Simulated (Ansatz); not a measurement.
The system is GaAs.

```xyz
2
Lattice="3.6064 0.0000 0.0000 -1.8032 3.1232 0.0000 0.0000 0.0000 3.5732" Properties=species:S:1:pos:R:3 pbc="T T T"
Ga    0.0000    2.0822    1.7866
As    0.0000    0.0000    0.0000
```

The cell was built by a generator and needn't be a form met in nature.

* Program: Ansatz 0.2.0
* Task: relaxation of cell and atoms
* Functional: PBEsol0
* Potentials or basis: Ansatz PAW
* Cutoff: 420 eV (not typed: the program's choice for these potentials)
* k mesh: 5 × 5 × 4
* Occupations: fermi-dirac, width 0.05 eV
* Spin: no spin polarisation

At the start: volume 20.12 Å³/atom.

Q: Where does the relaxation end?

A: It ends after 8 steps and the volume is 19.21 Å³/atom (-4.5 %); space group P-6m2 (No. 187, to 0.05 Å).

Step by step:
| step | energy change (eV) | largest force (eV/Å) | volume (Å³) |
| --- | --- | --- | --- |
| 1 | 0.0000 | 0.0000 | 40.25 |
| 2 | -0.1105 | 0.0000 | 38.44 |
| 3 | -0.1698 | 0.0000 | 37.90 |
| 4 | -0.2188 | 0.0000 | 38.23 |
| 5 | -0.2187 | 0.0000 | 38.47 |
| 6 | -0.2192 | 0.0000 | 38.45 |
| 7 | -0.2192 | 0.0000 | 38.43 |
| 8 | -0.2182 | 0.0000 | 38.43 |

Final structure:
```xyz
2
Lattice="3.7133 0.0000 0.0000 -1.8567 3.2158 0.0000 0.0000 0.0000 3.2179" Properties=species:S:1:pos:R:3 pbc="T T T"
Ga    0.0000    2.1439    1.6089
As    0.0000    0.0000    0.0000
```

Caveat: the k mesh is coarse (spacing up to 0.44 Å⁻¹), so the values aren't converged, least of all with exact exchange; the plane-wave basis is chosen anew once the cell has moved, so the energies of steps on either side of that aren't comparable; the PAW data sets come from PBE, with cores solved anew for the run's functional, which leaves a small shift of forces and pressure.
